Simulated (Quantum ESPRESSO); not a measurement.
**KTaO3: dielectric tensor and Born charges under several settings**

```xyz
5
Lattice="3.9883 0.0000 0.0000 0.0000 3.9883 0.0000 0.0000 0.0000 3.9883" Properties=species:S:1:pos:R:3 pbc="T T T"
Ta    0.0000    0.0000    0.0000
K     1.9942    1.9942    1.9942
O     0.0000    0.0000    1.9942
O     0.0000    1.9942    0.0000
O     1.9942    0.0000    0.0000
```

All runs used Quantum ESPRESSO 7.5; k mesh 6 × 6 × 6, shifted; given cell; no spin polarisation; cutoff 762 eV; occupations smeared at first, fixed for the response.

| level | potentials | pressure (GPa) | ε∞ (diagonal) | Born charge of atom 1 (e) | sum of the Born charges (e) |
| --- | --- | --- | --- | --- | --- |
| LDA | GBRV 1.5 LDA | ? | ? | ? | ? |
| PBE | GBRV 1.5 PBE | 5.8 | 5.30 | 8.67 | 0.03 |
| PBEsol | GBRV 1.5 PBEsol | -0.1 | 5.41 | 8.70 | 0.03 |
| WC | GBRV 1.5 PBE | 0.8 | 5.42 | 8.70 | 0.03 |
| BLYP | GBRV 1.5 PBE | 11.0 | 5.22 | 8.65 | 0.02 |
| AM05 | GBRV 1.5 PBE | 1.3 | 5.44 | 8.76 | 0.03 |

**Question.** What stands in the row left open?

**Answer.** Pressure -5.1 GPa; ε∞ 5.46; Born charge of atom 1 8.72 e; sum of the Born charges 0.03 e.

Caveats: the cell is more than 3 GPa from zero pressure, which shifts response properties (some runs); the potentials were made for another functional, which shifts forces and pressure (some runs).

For the row left open. Caveat: the cell is more than 3 GPa from zero pressure, which shifts response properties.
